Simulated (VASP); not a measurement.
# Ni (Fm-3m) in VASP: band structure with PBE

Aim: the band structure of Ni with PBE.

Program: VASP 6.6.1. These are calculated values, not measurements. Logs are shortened: lines on timing, memory, paths and dates and some standing lists are left out, and cuts for length are marked.

## (1) The structure

The structure is cubic, space group Fm-3m (No. 225). The conventional cell has a = 3.521 Å, b = 3.521 Å, c = 3.521 Å, α = 90.00°, β = 90.00°, γ = 90.00°. Ni (site symmetry m-3m) is surrounded by 12 Ni at 2.49 Å.

## (2) Band structure, PBE, collinear spin, ferromagnetic start

Input file INCAR:

```
SYSTEM = Ni
  PREC = Accurate
  ENCUT = 520
  EDIFF = 1E-7
  ISMEAR = 0
  SIGMA = 0.1
  LREAL = .FALSE.
  LASPH = .TRUE.
  NELM = 150
  ALGO = Normal
  ISIF = 2
  LWAVE = .FALSE.
  LCHARG = .FALSE.
  ISPIN = 2
  MAGMOM = 0.8
  LORBIT = 11
  LMAXMIX = 4
  GGA = PE
```

Input file KPOINTS:

```
Automatic mesh
0
G
  12 12 12
  0 0 0
```

Input file POSCAR:

```
Ni                                      
1.0
   -0.0000000000      1.7604162530      1.7604162530
    1.7604162530     -0.0000000000      1.7604162530
    1.7604162530      1.7604162530     -0.0000000000
  Ni            
     1
Direct
     1.0000000000000000    1.0000000000000000    0.0000000000000000
```

Input file KPOINTS_OPT:

```
path GXWKGLUWLK,UX
15
line-mode
reciprocal
 0.0000000000  0.0000000000  0.0000000000  G
 0.5000000000  0.0000000000  0.5000000000  X

 0.5000000000  0.0000000000  0.5000000000  X
 0.5000000000  0.2500000000  0.7500000000  W

 0.5000000000  0.2500000000  0.7500000000  W
 0.3750000000  0.3750000000  0.7500000000  K

 0.3750000000  0.3750000000  0.7500000000  K
 0.0000000000  0.0000000000  0.0000000000  G

 0.0000000000  0.0000000000  0.0000000000  G
 0.5000000000  0.5000000000  0.5000000000  L

 0.5000000000  0.5000000000  0.5000000000  L
 0.6250000000  0.2500000000  0.6250000000  U

 0.6250000000  0.2500000000  0.6250000000  U
 0.5000000000  0.2500000000  0.7500000000  W

 0.5000000000  0.2500000000  0.7500000000  W
 0.5000000000  0.5000000000  0.5000000000  L

 0.5000000000  0.5000000000  0.5000000000  L
 0.3750000000  0.3750000000  0.7500000000  K

 0.6250000000  0.2500000000  0.6250000000  U
 0.5000000000  0.0000000000  0.5000000000  X
```

Potentials or basis: VASP PAW PBE potentials, release 64 (Ni).

Run with:

```
$ cat potpaw_PBE.64/Ni/POTCAR > POTCAR
$ mpirun -np 1 vasp_std > vasp.out
```

OUTCAR:

```text
SYSTEM = Ni
   PREC = Accurate
   ENCUT = 520
   EDIFF = 1E-7
   ISMEAR = 0
   LREAL = .FALSE.
   LASPH = .TRUE.
   NELM = 150
   ISIF = 2
   ISPIN = 2
   LORBIT = 11
   GGA = PE

 ion  position               nearest neighbor table
   1  0.000  0.000  0.000-

  LATTYP: Found a face centered cubic cell.
 ALAT       =     3.5208325060

  Lattice vectors:

 A1 = (   0.0000000000,   1.7604162530,   1.7604162530)
 A2 = (   1.7604162530,   0.0000000000,   1.7604162530)
 A3 = (   1.7604162530,   1.7604162530,   0.0000000000)

Analysis of symmetry for initial positions (statically):
=====================================================================
 Subroutine PRICEL returns:
 Original cell was already a primitive cell.

 Routine SETGRP: Setting up the symmetry group for a
 face centered cubic supercell.

 Subroutine GETGRP returns: Found 48 space group operations
 (whereof 48 operations were pure point group operations)
 out of a pool of 48 trial point group operations.

The static configuration has the point symmetry O_h .

Analysis of symmetry for dynamics (positions and initial velocities):
=====================================================================
 Subroutine PRICEL returns:
 Original cell was already a primitive cell.

 Routine SETGRP: Setting up the symmetry group for a
 face centered cubic supercell.

 Subroutine GETGRP returns: Found 48 space group operations
 (whereof 48 operations were pure point group operations)
 out of a pool of 48 trial point group operations.

The dynamic configuration has the point symmetry O_h .

Analysis of structural, dynamic, and magnetic symmetry:
=====================================================================
 Subroutine PRICEL returns:
 Original cell was already a primitive cell.

 Routine SETGRP: Setting up the symmetry group for a
 face centered cubic supercell.

 Subroutine GETGRP returns: Found 48 space group operations
 (whereof 48 operations were pure point group operations)
 out of a pool of 48 trial point group operations.

The overall configuration has the point symmetry O_h .

 Subroutine INISYM returns: Found 48 space group operations
 (whereof 48 operations are pure point group operations),
 and found     1 'primitive' translations

----------------------------------------------------------------------------------------

                                     Primitive cell

  volume of cell :      10.9113

  direct lattice vectors                    reciprocal lattice vectors
     0.000000000  1.760416253  1.760416253    -0.284023735  0.284023735  0.284023735
[... 116 lines left out ...]
 Gauss-broadening in eV      SIGMA  =   0.10
  energy-cutoff  :      520.00
  volume of cell :       10.91
 maximum number of plane-waves:       304
   NGX =  9   NGY =  9   NGZ =  9

 number of electron      10.0000010 magnetization       0.6811595

 Free energy of the ion-electron system (eV)
  ---------------------------------------------------
  ext. energy  EPLUGINS =         0.00000000
  ---------------------------------------------------
  free energy    TOTEN  =        -5.47370424 eV

  energy without entropy =       -5.46509704  energy(sigma->0) =       -5.46940064

 E-fermi :   9.3337     XC(G=0): -13.2400

 val. band max:        9.3255251454   @ k =  -0.1667   0.1667   0.0000
 cond. band min:       9.3557046638   @ k =   0.5000   0.1667   0.0833
 fundamental gap:      0.0301795185
 Fermi energy:         9.3336742762

 spin component 1

 k-point     1 :       0.0000    0.0000    0.0000
  band No.  band energies     occupation
      1       0.3447      1.00000
      2       6.8649      1.00000
      3       6.8649      1.00000
      4       6.8649      1.00000
      5       8.0426      1.00000
      6       8.0426      1.00000
      7      33.0404      0.00000
      8      36.8710      0.00000
      9      36.8710      0.00000
[... 265 lines left out ...]
 k-point    24 :      -0.4167    0.1667    0.0000
  band No.  band energies     occupation
      1       5.0366      1.00000
      2       6.4994      1.00000
      3       7.0815      1.00000
      4       7.2626      1.00000
      5       8.5503      1.00000
      6      11.4961      0.00000
      7      15.4517      0.00000
      8      26.0394      0.00000
      9      30.8029      0.00000

 [... further k-points ...]

 spin component 2

 k-point     1 :       0.0000    0.0000    0.0000
  band No.  band energies     occupation
      1       0.3111      1.00000
      2       7.6813      1.00000
      3       7.6813      1.00000
      4       7.6813      1.00000
      5       8.6801      1.00000
      6       8.6801      1.00000
      7      32.8667      0.00000
      8      36.8565      0.00000
      9      36.8565      0.00000
[... 265 lines left out ...]
 k-point    24 :      -0.4167    0.1667    0.0000
  band No.  band energies     occupation
      1       5.5415      1.00000
      2       6.9949      1.00000
      3       7.6700      1.00000
      4       7.9308      1.00000
      5       9.3819      0.24772
      6      11.8374      0.00000
      7      15.8348      0.00000
      8      26.1200      0.00000
      9      30.8860      0.00000

 [... further k-points ...]

------------------------ aborting loop because EDIFF is reached ----------------------------------------

  FORCE on cell =-STRESS in cart. coord.  units (eV):
  Direction    XX          YY          ZZ          XY          YZ          ZX
  --------------------------------------------------------------------------------------
  -------------------------------------------------------------------------------------
  Total       -0.0020984     -0.0020984     -0.0020984     -0.0000000      0.0000000      0.0000000
  in kB       -0.3081205     -0.3081205     -0.3081205     -0.0000000      0.0000000      0.0000000
  external PRESSURE =      -0.3081205 kB  Pullay stress =       0.0000000 kB

 VOLUME and BASIS-vectors are now :
 -----------------------------------------------------------------------------
  energy-cutoff  :      520.00
  volume of cell :       10.91
      direct lattice vectors                 reciprocal lattice vectors
     0.000000000  1.760416253  1.760416253    -0.284023735  0.284023735  0.284023735
     1.760416253  0.000000000  1.760416253     0.284023735 -0.284023735  0.284023735
     1.760416253  1.760416253  0.000000000     0.284023735  0.284023735 -0.284023735

 POSITION                                       TOTAL-FORCE (eV/Angst)
 -----------------------------------------------------------------------------------
      0.00000      0.00000      0.00000        -0.000000     -0.000000     -0.000000
 -----------------------------------------------------------------------------------
    total drift:                                0.000000      0.000000      0.000000

  FREE ENERGIE OF THE ION-ELECTRON SYSTEM (eV)
  ---------------------------------------------------
  free  energy   TOTEN  =        -5.4737042404 eV

  energy  without entropy=       -5.4650970442  energy(sigma->0) =       -5.46940064

 total charge

# of ion       s       p       d       tot
------------------------------------------
    1        0.498   0.497   8.308   9.304

 magnetization (x)

# of ion       s       p       d       tot
------------------------------------------
    1       -0.006  -0.026   0.725   0.694
```

OSZICAR:

```text
N       E                     dE             d eps       ncg     rms          rms(c)
DAV:   1     0.231549803849E+02    0.23155E+02   -0.48836E+03  2664   0.143E+03
DAV:   2    -0.606651662922E+01   -0.29221E+02   -0.28184E+02  2611   0.166E+02
DAV:   3    -0.650181687500E+01   -0.43530E+00   -0.43482E+00  3027   0.270E+01
[... 30 lines left out ...]
DAV:   9     0.525448829380E+04   -0.65311E-08     1480
       N       E                     dE             ncg
DAV:   1     0.374323957918E+05   -0.30690E+04      216
DAV:   2     0.372540165670E+05   -0.17838E+03      216
DAV:   3     0.372520353490E+05   -0.19812E+01      256
DAV:   4     0.372520171720E+05   -0.18177E-01      229
DAV:   5     0.372520166136E+05   -0.55839E-03      235
DAV:   6     0.372520165856E+05   -0.28010E-04      272
DAV:   7     0.372520165852E+05   -0.39509E-06      247
DAV:   8     0.372520165852E+05   -0.56461E-08      128
```

Wall time 22 s (1 thread of Intel Xeon Platinum 8488C (Sapphire Rapids), shared host); peak memory 0.14 GiB.

What came out:

```yaml
Free_energy: -5.4737 eV
Pressure: 0.0 GPa
Band_gap_along_the_path: none (metal or under the smearing width)
Net_moment: 0.68 μB per cell
Site_moments: Ni +0.69 μB
Valence_electrons_inside_the_program's_atomic_spheres: Ni 9.30
```
